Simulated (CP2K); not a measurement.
The system is C.

```
CELL_PARAMETERS angstrom
2.52207 0.00000 0.00000
1.26103 2.18417 0.00000
1.26103 0.72806 2.05926
ATOMIC_POSITIONS crystal
C 0.75000 0.75000 0.75000
C 0.50000 0.50000 0.50000
```

This isn't the form of C at room conditions, which is graphite.

Base run:

- Program: CP2K 2026.2
- Functional: RPBE
- Potentials or basis: POTENTIAL_UZH C GTH-PBE-q4; TZVP-MOLOPT-PBE-GTH basis
- Density cutoff: 6123 eV
- k mesh: 13 × 13 × 13
- Occupations: fermi-dirac, width 0.05 eV
- Spin: no spin polarisation

Its results: band gap on the k mesh 4.59 eV, indirect (least direct gap 5.70 eV); pressure 5.3 GPa.

The run is repeated on the same cell with these changes: functional from RPBE to PBEsol. What comes out?

Band gap on the k mesh 4.40 eV, indirect (least direct gap 5.63 eV); pressure 0.5 GPa.

PBEsol binds more tightly than RPBE, so the same cell stands under less pressure.

Caveats: the potentials were made for another functional, which shifts forces and pressure; the basis of atomic orbitals isn't converged, which shifts pressures, moduli and gaps.
